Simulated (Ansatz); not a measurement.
## Nb2NOS MXene monolayer in a perpendicular field

Aim: how the Nb2NOS MXene monolayer screens a field along its normal, and what the field does to its bands. A positive field points along +c.

Program: Ansatz 0.2.0. Level of theory: plane-wave DFT, PBE-D3(BJ), Ansatz PAW, in the first sound run; inputs show where later runs differ. Results are calculated unless marked as measured.

This is a report of a sequence of runs, with most program output left out.

**1. Starting point**

The cell holds 5 atoms: 1 S, 2 Nb, 1 N and 1 O. Its edges and angles: a = 3.079 Å, b = 3.079 Å, c = 41.809 Å, α = 90.0°, β = 90.0°, γ = 120.0°. Vacuum lies along c.

Coordinates:

```cif
data_structure
_symmetry_space_group_name_H-M 'P 1'
_symmetry_Int_Tables_number 1
_cell_length_a 3.0791
_cell_length_b 3.0791
_cell_length_c 41.8086
_cell_angle_alpha 90.000
_cell_angle_beta 90.000
_cell_angle_gamma 120.000
_cell_volume 343.27
loop_
_atom_site_label
_atom_site_type_symbol
_atom_site_fract_x
_atom_site_fract_y
_atom_site_fract_z
_atom_site_occupancy
S1 S 0.33333 0.66667 0.43532 1
Nb2 Nb 0.66667 0.33333 0.47824 1
N3 N 0.00000 0.00000 0.50730 1
Nb4 Nb 0.33333 0.66667 0.53636 1
O5 O 0.66667 0.33333 0.56468 1
```

**2. Relaxing the slab**

The starting cell is a guess, so the in-plane lattice and the atoms are relaxed first, with the slab cut off from its images along the normal.

The input, input.yaml:

```yaml
crystal:
  lattice:
    - [3.079076, 0.0, 0.0]
    - [-1.539538, 2.6665580362, 0.0]
    - [0.0, 0.0, 41.8085715111]
  atoms:
    - { symbol: S, position: [0.3333333333, 0.6666666667, 0.4353174323] }
    - { symbol: Nb, position: [0.6666666667, 0.3333333333, 0.4782406484], spin: 1.0 }
    - { symbol: "N", position: [0.0, 0.0, 0.5072997937] }
    - { symbol: Nb, position: [0.3333333333, 0.6666666667, 0.5363589391], spin: 1.0 }
    - { symbol: O, position: [0.6666666667, 0.3333333333, 0.5646825677] }
  periodic: [true, true, false]
magnetization:
  spin_polarized: true
kpoints:
  mp_grid: { grid: [12, 12, 1] }
hamiltonian:
  xc: pbe
  dispersion: d3bj
scf:
  occupations: { method: fermi_dirac, width: 0.05 }
  convergence: { dr2_threshold: 1.0e-09 }
relax:
  f_tol: 0.004
  max_steps: 90
  cell: {}
output:
  write_potential: true
  write_density: true
  volumetric_format: npy
```

The run is started by

```bash
> ansatz run input.yaml --threads 4 --pin off --max-ram 6144MiB --backend cpu --events-out ev --progress --plain --runs-dir out
```

Run time: 36 s. Hardware: 4 threads of AMD EPYC 9R45 (Zen 5), shared host; peak memory 0.97 GiB.

The steps of the relaxation:

| step | energy less that of the first step (eV) | largest force component (eV/Å) | volume (Å³) |
| --- | --- | --- | --- |
| 1 | 0.0000 | 1.5454 | 343.27 |
| 2 | -0.3372 | 0.4633 | 363.44 |
| 3 | -0.3515 | 0.2642 | 366.09 |
| 4 | -0.3531 | 0.0798 | 366.49 |
| 5 | -0.3535 | 0.0323 | 366.25 |
| 6 | -0.3536 | 0.0008 | 366.06 |
| 7* | -0.3665 | 0.0011 | 366.06 |
| 8 | -0.3664 | 0.0016 | 366.65 |
| 9* | -0.3666 | 0.0016 | 366.65 |

Relaxation steps marked * repeat the geometry before them on a plane-wave basis chosen anew for their cell, so energy and pressure can jump there.

The run keeps the 6 symmetry operations that it works with, so distortions that break them were not tested.

| cell as run | before | after | change |
| --- | --- | --- | --- |
| a (Å) | 3.079 | 3.182 | +3.3 % |
| b (Å) | 3.079 | 3.182 | +3.3 % |

The atoms that moved most (Å, along periodic axes as changes of fractional coordinates times the final cell, across vacuum about the mean position):

| atom | dx | dy | dz | length |
| --- | --- | --- | --- | --- |
| O5 | 0.000 | 0.000 | -0.189 | 0.189 |
| S1 | 0.000 | 0.000 | 0.175 | 0.175 |
| Nb4 | 0.000 | 0.000 | -0.048 | 0.048 |
| N3 | 0.000 | 0.000 | 0.042 | 0.042 |
| Nb2 | 0.000 | 0.000 | 0.019 | 0.019 |

Final coordinates:

```xyz
5
Lattice="3.1822 0.0000 0.0000 -1.5911 2.7559 0.0000 0.0000 0.0000 41.8086" Properties=species:S:1:pos:R:3
S     0.0000    1.8373   18.3746
Nb    1.5911    0.9186   20.0140
N     0.0000    0.0000   21.2518
Nb    0.0000    1.8373   22.3769
O     1.5911    0.9186   23.4197
```

Numbers from this step:

| Item | Value |
| --- | --- |
| energy at zero smearing | -10964.3334 eV |

The lattice constant a goes from 3.079 to 3.182 Å.

**3. Single point, field 0, start network**

A sawtooth potential applies the field, turning back in the middle of the vacuum. With the dipole correction the typed value is the field outside the slab. The induced dipole is small, so the SCF threshold is tight.

The cell differs from the one that the last finished run ended in (c 41.809 → 23.045 Å).

The input, input.yaml:

```yaml
crystal:
  lattice:
    - [3.1822196657, 0.0, 0.0]
    - [-1.5911098328, 2.7558830709, 0.0]
    - [0.0, 0.0, 23.0450666077]
  atoms:
    - { symbol: S, position: [0.3333333333, 0.6666666667, 0.3905391186] }
    - { symbol: Nb, position: [0.6666666667, 0.3333333333, 0.4616782243] }
    - { symbol: "N", position: [0.0, 0.0, 0.5153875851] }
    - { symbol: Nb, position: [0.3333333333, 0.6666666667, 0.5642088702] }
    - { symbol: O, position: [0.6666666667, 0.3333333333, 0.6094608814] }
kpoints:
  mp_grid: { grid: [18, 18, 1] }
  band_path:
    path: [[0, 0, 0], [0.5, 0, 0], [0.33333333, 0.33333333, 0], [0, 0, 0]]
    npoints: 16
hamiltonian:
  xc: pbe
  dispersion: d3bj
scf:
  occupations: { method: fermi_dirac, width: 0.02585 }
  convergence: { dr2_threshold: 1.0e-10 }
efield:
  axis: 3
  dipole_correction: true
  ramp_position: 0.97
  ramp_width: 0.06
  amplitude: 0
output:
  dos: { projected: true, e_range: [-6, 5] }
  bader: true
  write_potential: true
  write_density: true
  volumetric_format: npy
  elf: true
```

The job ended after 7.7 s (4 threads; peak memory 0.68 GiB).

This step gave:

```
energy at zero smearing        : -10964.3333 eV
work function, upper face      : 5.478 eV
work function, lower face      : 5.421 eV
dipole along the normal        : -0.002767 e·Å
step between the vacuum levels : 0.05705 eV
```

Running mean over a fixed 2.7 Å (it still follows the layers) of the planar mean; the ramp of the sawtooth is left out. Table of electron's electrostatic potential energy less the Fermi level by z:

| z (Å) | electron's electrostatic potential energy less the Fermi level (eV) |
| --- | --- |
| 3.5 | 5.42 |
| 4.0 | 5.42 |
| 4.5 | 5.42 |
| 5.0 | 5.42 |
| 5.5 | 5.41 |
| 6.0 | 5.39 |
| 6.5 | 5.26 |
| 7.0 | 4.61 |
| 7.5 | 2.69 |
| 8.0 | 0.263 |
| 8.5 | -1.91 |
| 9.0 | -5.10 |
| 9.5 | -9.38 |
| 10.0 | -11.6 |
| 10.5 | -12.1 |
| 11.0 | -12.9 |
| 11.5 | -14.5 |
| 12.0 | -14.9 |
| 12.5 | -14.1 |
| 13.0 | -13.3 |
| 13.5 | -11.1 |
| 14.0 | -7.77 |
| 14.5 | -3.17 |
| 15.0 | 0.905 |
| 15.5 | 3.71 |
| 16.0 | 5.17 |
| 16.5 | 5.43 |
| 17.0 | 5.47 |
| 17.5 | 5.48 |
| 18.0 | 5.48 |
| 18.5 | 5.48 |
| 19.0 | 5.48 |
| 19.5 | 5.48 |
| 20.0 | 5.48 |

The density of states has structure finer than the step of the table below, so its rows give means over 0.25 eV, whole bins alone (the curve runs from -6 to 1.99 eV). Peaks (eV: height): -5.780: 6.84, -5.590: 9.43, -4.620: 13.9, -4.240: 8.06, -3.880: 6.46, 1.170: 6.91, 1.440: 7.08.

Table of density of states by energy, zero at the Fermi level; means over each step:

| energy (eV) | density of states (states/eV a cell) |
| --- | --- |
| -5.75 | 2.88 |
| -5.50 | 4.55 |
| -5.25 | 0.862 |
| -5.00 | 4.36 |
| -4.75 | 4.51 |
| -4.50 | 5.76 |
| -4.25 | 5.28 |
| -4.00 | 2.52 |
| -3.75 | 2.02 |
| -3.50 | 1.65 |
| -3.25 | 2.34 |
| -3.00 | 3.13 |
| -2.75 | 1.75 |
| -2.50 | 2.01 |
| -2.25 | 2.18 |
| -2.00 | 2.29 |
| -1.75 | 1.78 |
| -1.50 | 1.60 |
| -1.25 | 2.02 |
| -1.00 | 1.52 |
| -0.75 | 1.01 |
| -0.50 | 1.88 |
| -0.25 | 1.40 |
| 0.00 | 1.43 |
| 0.25 | 1.52 |
| 0.50 | 1.43 |
| 0.75 | 2.12 |
| 1.00 | 3.99 |
| 1.25 | 5.42 |
| 1.50 | 4.12 |
| 1.75 | 2.97 |

Projected DOS per atom over height of the atomic layer and energy from the Fermi level. Layers: S Nb N Nb O from below.

Ten even steps from '0' (0.04 states/eV) to '9' (3.14 states/eV), each cell a mean:
```
02030
03170
04180
01030
01020
01010
01010
00010
11010
11010
21000
32000
31000
41000
31001
21000
21003
22118
22129
42001
01123
00011
```
Columns: height of the atomic layer (Å) from 9 to 14.0 (not evenly spaced); rows upwards: energy from the Fermi level (eV) from -5.96 to 1.96.

The electronic bands at the labelled points (eV, zero at the Fermi level):

| point | band 18 | band 19 | band 20 | band 21 | band 22 | band 23 | band 24 | band 25 |
| --- | --- | --- | --- | --- | --- | --- | --- | --- |
| Γ | -3.05 | -1.40 | -1.40 | -1.05 | -1.05 | -0.55 | 1.07 | 1.07 |
| halfway | -3.94 | -2.79 | -2.00 | -1.77 | 0.22 | 0.54 | 1.10 | 2.01 |
| M | -4.44 | -3.04 | -2.19 | -2.04 | 0.84 | 1.36 | 1.46 | 2.51 |
| halfway | -4.20 | -3.67 | -2.90 | -1.21 | 0.78 | 1.00 | 1.59 | 2.44 |
| K | -4.34 | -3.90 | -3.50 | -0.35 | 0.22 | 0.61 | 1.82 | 2.27 |
| halfway | -3.81 | -3.23 | -2.40 | -0.94 | -0.65 | 1.24 | 1.54 | 1.80 |
| Γ | -3.05 | -1.40 | -1.40 | -1.05 | -1.05 | -0.55 | 1.07 | 1.07 |

ELF in the ca plane at fractional y = 0.333, with atoms of Nb and O within 0.2 Å of it. It is the smooth field of the valence electrons, not physical close to the nuclei.

Values, 5 rows by 16 columns, each cell a mean:
```
0.00 0.00 0.00 0.00 0.00 0.02 0.21 0.38 0.47 0.48 0.22 0.29 0.75 0.46 0.04 0.00
0.00 0.00 0.00 0.00 0.00 0.00 0.04 0.13 0.56 0.57 0.17 0.48 0.63 0.63 0.07 0.00
0.00 0.00 0.00 0.00 0.00 0.03 0.22 0.38 0.48 0.48 0.21 0.30 0.74 0.46 0.04 0.00
0.00 0.00 0.00 0.00 0.01 0.15 0.62 0.73 0.33 0.28 0.37 0.25 0.21 0.09 0.00 0.00
0.00 0.00 0.00 0.00 0.01 0.15 0.63 0.75 0.33 0.28 0.38 0.23 0.18 0.08 0.00 0.00
```
Columns run along c (16.0 Å, from fractional 0.08 to 0.77 of the cell), rows up along a (3.2 Å). Atoms in or near the plane, at fractional coordinates: Nb at (0.46, 0.67), O at (0.61, 0.67).

Valence density in the ca plane at fractional y = 0.333, with atoms of Nb and O within 0.2 Å of it. It is the smooth field of the valence electrons, not physical close to the nuclei.

Values in e/Å³, 5 rows by 16 columns, each cell a mean:
```
0.0 0.0 0.0 0.0 0.0 0.0 0.1 0.3 1.7 1.7 0.3 0.5 1.6 0.2 0.0 0.0
0.0 0.0 0.0 0.0 0.0 0.0 0.0 0.2 3.4 3.5 0.2 0.8 5.1 0.4 0.0 0.0
0.0 0.0 0.0 0.0 0.0 0.0 0.1 0.3 1.7 1.8 0.3 0.5 1.7 0.2 0.0 0.0
0.0 0.0 0.0 0.0 0.0 0.0 0.2 0.5 0.3 0.4 0.5 0.6 0.2 0.0 0.0 0.0
0.0 0.0 0.0 0.0 0.0 0.0 0.2 0.5 0.3 0.3 0.5 0.6 0.2 0.0 0.0 0.0
```
Columns run along c (16.0 Å, from fractional 0.08 to 0.77 of the cell), rows up along a (3.2 Å). Atoms in or near the plane, at fractional coordinates: Nb at (0.46, 0.67), O at (0.61, 0.67).

Electrostatic potential energy in the ca plane at fractional y = 0.333, with atoms of Nb and O within 0.2 Å of it. With pseudopotentials it is smooth inside the atoms' cores, unlike the true potential.

Ten even steps from '0' (-48 eV) to '9' (7 eV), each cell a mean:
```
99999999999999999874225788878778999999999999
99999999999999999850001588887214999999999999
99999999999999999840000488885002899999999999
99999999999999999851001688887325999999999999
99999999999999998875336788777889999999999999
99999999999999987888778887656789999999999999
99999999999999877888888887545789999999999999
99999999999999988888778887666889999999999999
```
Columns run along c (16.0 Å, from fractional 0.14 to 0.84 of the cell; values clipped at the 3rd and 97th percentile), rows up along a (3.2 Å). Atoms in or near the plane, at fractional coordinates: Nb at (0.46, 0.67), O at (0.61, 0.67).

The work function of the upper face is 5.48 eV.

**4. Atoms held, field 0.1 V/Å**

Changes to input.yaml since step 3:

```diff
@@ -25,8 +25,6 @@
   dipole_correction: true
-  ramp_position: 0.97
-  ramp_width: 0.06
-  amplitude: 0
+  ramp_position: 0.9288
+  ramp_width: 0.1254
+  amplitude: 0.1
 output:
-  dos: { projected: true, e_range: [-6, 5] }
-  bader: true
   write_potential: true
@@ -34,2 +32 @@
   volumetric_format: npy
-  elf: true
```

It took 3.4 s on 4 threads; peak memory 0.65 GiB.

The dipole is 0.0289 e·Å, 0.0316 e·Å from its value without field.

**5. Atoms held, field -0.1 V/Å**

Changes to input.yaml since step 4:

```diff
@@ -27,3 +27,3 @@
   ramp_width: 0.1254
-  amplitude: 0.1
+  amplitude: -0.1
 output:
```

Elapsed: 3.4 s, on 4 threads; peak memory 0.64 GiB.

The dipole is -0.0344 e·Å, -0.0316 e·Å from its value without field.

**6. Single point, field 0.2 V/Å**

Changes to input.yaml since step 5:

```diff
@@ -27,3 +27,3 @@
   ramp_width: 0.1254
-  amplitude: -0.1
+  amplitude: 0.2
 output:
```

The job ended after 3.4 s (4 threads; peak memory 0.65 GiB; 13 s of CPU time).

The dipole is 0.0605 e·Å, 0.0633 e·Å from its value without field.

**7. Atoms held, field -0.2 V/Å**

Changes to input.yaml since step 6:

```diff
@@ -27,3 +27,3 @@
   ramp_width: 0.1254
-  amplitude: 0.2
+  amplitude: -0.2
 output:
```

Elapsed: 3.4 s, on 4 threads; peak memory 0.65 GiB.

The dipole is -0.0660 e·Å, -0.0632 e·Å from its value without field.

**8. Single point, field 0.35 V/Å**

Changes to input.yaml since step 7:

```diff
@@ -25,6 +25,8 @@
   dipole_correction: true
-  ramp_position: 0.9288
-  ramp_width: 0.1254
-  amplitude: -0.2
+  ramp_position: 0.9034
+  ramp_width: 0.1762
+  amplitude: 0.35
 output:
+  dos: { projected: true, e_range: [-6, 5] }
+  bader: true
   write_potential: true
@@ -32 +34,2 @@
   volumetric_format: npy
+  elf: true
```

It took 8.3 s on 4 threads; peak memory 0.63 GiB.

The dipole is 0.108 e·Å, 0.111 e·Å from its value without field.

**9. Response, atoms held**

This step: plane-wave DFT, PBE-D3(BJ), Ansatz PAW; response to a field along the normal, atoms held (Ansatz 0.2.0).

The dipoles give the slope, and the difference of two potentials shows where the field is screened.

Numbers from this step:

```yaml
equivalent_conductor_thickness_p_eps_0ae: 6.527 Å
distance_between_the_outer_atoms: 5.045 Å
```

Dipole of the cell against applied field:

| applied field (V/Å) | dipole of the cell (e·Å) |
| --- | --- |
| -0.200 | -0.0660 |
| -0.100 | -0.0344 |
| 0.000 | -0.00277 |
| 0.100 | 0.0289 |
| 0.200 | 0.0605 |
| 0.350 | 0.108 |

Local field over the applied field, running mean. From the potentials at -0.1 and 0.1 V/Å; running mean over 2.5 Å. The local field over applied field by z:

z (Å), local field over applied field and a bar:
```
      4.5      0.999 ##############################
      5.0      0.997 ##############################
      5.5      0.991 ##############################
      6.0      0.974 #############################
      6.5      0.928 ############################
      7.0      0.827 #########################
      7.5      0.672 ####################
      8.0      0.494 ###############
      8.5      0.314 #########
      9.0      0.166 #####
      9.5      0.077 ##
     10.0      0.037 #
     10.5      0.019 
     11.0      0.017 
     11.5      0.019 
     12.0      0.020 
     12.5      0.035 #
     13.0      0.081 ##
     13.5      0.168 #####
     14.0      0.306 #########
     14.5      0.475 ##############
     15.0      0.651 ###################
     15.5      0.805 ########################
     16.0      0.917 ###########################
     16.5      0.972 #############################
     17.0      0.992 ##############################
     17.5      0.998 ##############################
     18.0      0.999 ##############################
     18.5      1.000 ##############################
     19.0      1.000 ##############################
```

Electrons, planar mean, per unit field. Induced electron density against z:

| z (Å) | induced electron density (e/Å³ per V/Å) |
| --- | --- |
| 4.03 | 1.1e-6 |
| 4.46 | 3.1e-6 |
| 4.90 | 8.7e-6 |
| 5.19 | 1.7e-5 |
| 5.62 | 4.8e-5 |
| 6.05 | 1.3e-4 |
| 6.48 | 3.3e-4 |
| 6.91 | 8.0e-4 |
| 7.20 | 0.00138 |
| 7.63 | 0.00276 |
| 8.07 | 0.00375 |
| 8.50 | 0.00227 |
| 8.93 | 9.0e-4 |
| 9.36 | 8.4e-4 |
| 9.65 | -2.9e-5 |
| 10.08 | -8.1e-4 |
| 10.51 | 5.6e-4 |
| 10.95 | 2.6e-4 |
| 11.38 | 2.1e-4 |
| 11.67 | 2.5e-6 |
| 12.10 | -3.7e-4 |
| 12.53 | -2.6e-4 |
| 12.96 | -3.3e-4 |
| 13.39 | -1.7e-4 |
| 13.68 | -0.00162 |
| 14.12 | -0.00166 |
| 14.55 | -0.00350 |
| 14.98 | -0.00290 |
| 15.41 | -0.00137 |
| 15.84 | -5.4e-4 |
| 16.13 | -2.8e-4 |
| 16.56 | -9.7e-5 |
| 17.00 | -3.2e-5 |
| 17.43 | -1.0e-5 |
| 17.86 | -3.4e-6 |
| 18.15 | -1.6e-6 |
| 18.58 | -5.2e-7 |
| 19.01 | -1.7e-7 |

By hand: between -0.1 and 0.1 V/Å the dipole changes by 0.06326 e·Å, a slope of 0.3163 e·Å²/V. A perfect conductor of thickness t has p = ε₀AEt, so t = 180.95 × 0.3163 / 8.770 = 6.53 Å (e/ε₀ = 180.95 V·Å, A in Å²).

The induced dipole is that of a conductor 6.53 Å thick.

**10. Relaxing in the field, field 0.1 V/Å**

This step: plane-wave DFT, PBE-D3(BJ), Ansatz PAW (Ansatz 0.2.0).

Now the atoms may follow the field. A weak field makes forces of meV/Å to tens of meV/Å, so the force tolerance is set well below the usual one.

input.yaml, the sections that differ from step 8:

```yaml
kpoints:
  mp_grid: { grid: [12, 12, 1] }
efield:
  axis: 3
  dipole_correction: true
  ramp_position: 0.9288
  ramp_width: 0.1254
  amplitude: 0.1
relax:
  f_tol: 0.001
  max_steps: 60
output:
  write_potential: true
  write_density: true
  volumetric_format: npy
# crystal, hamiltonian, scf: as in step 8
```

Elapsed: 3.8 s, on 4 threads; peak memory 0.57 GiB.

No atom moved by 0.005 Å in the relaxation.

This step gave:

| Item | Value |
| --- | --- |
| energy at zero smearing | -10964.3369 eV |
| dipole along the normal | 0.02991 e·Å |

The relaxation took 5 steps and lowered the energy by 4.4e-5 eV; the largest force on the free atoms ends at 4.3e-5 eV/Å.

The dipole is 0.0299 e·Å, 0.0327 e·Å from its value without field.

**11. Relaxing in the field, field -0.1 V/Å**

The opposite sign, again from the field-free geometry; the difference of the two cancels what relaxes without a field.

Changes to input.yaml since step 10:

```diff
@@ -24,3 +24,3 @@
   ramp_width: 0.1254
-  amplitude: 0.1
+  amplitude: -0.1
 relax:
```

The job ended after 3.4 s (4 threads; peak memory 0.57 GiB; 12 s of CPU time).

No atom moved by 0.005 Å in the relaxation.

This step gave:

| Property | Result |
| --- | --- |
| energy at zero smearing | -10964.3374 eV |
| dipole along the normal | -0.03511 e·Å |

The relaxation took 4 steps and lowered the energy by 6.0e-5 eV; the largest force on the free atoms ends at 8.2e-4 eV/Å.

The dipole is -0.0351 e·Å, -0.0323 e·Å from its value without field.

**12. Response, atoms relaxed**

This step: plane-wave DFT, PBE-D3(BJ), Ansatz PAW; response to a field along the normal, atoms relaxed (Ansatz 0.2.0).

The same analysis on the two relaxed runs holds the ionic part too; their mesh is coarser, so small differences from the held value can come from that.

Numbers from this step:

| Property | Result |
| --- | --- |
| equivalent conductor thickness p/(ε₀AE) | 6.707 Å |
| distance between the outer atoms | 5.046 Å |

Table of dipole of the cell by applied field:

| applied field (V/Å) | dipole of the cell (e·Å) |
| --- | --- |
| -0.1000 | -0.0351 |
| 0.1000 | 0.0299 |

(Continued in part 2 of 2.)

[Logs are printed without paths, hosts, clocks, repeated set-up lines and the standing remarks that a program may print on its own settings, such as how far it seeks lower states.]

[Hosts, paths, dates, database ids (printed as entryN), source tags and the programs' standing remarks are cut or masked in the printed files.]

[Maps of the electrostatic potential energy from Ansatz leave out the sawtooth potential of an applied field or a dipole correction, so their vacuum need not be flat; planar profiles and work functions include it.]

[The density of states shown here was stored with 400 of the rows of the run's finer table, so its peaks can read low, often by over a quarter, or be missed, and its means over a window can be off by a tenth or more.]
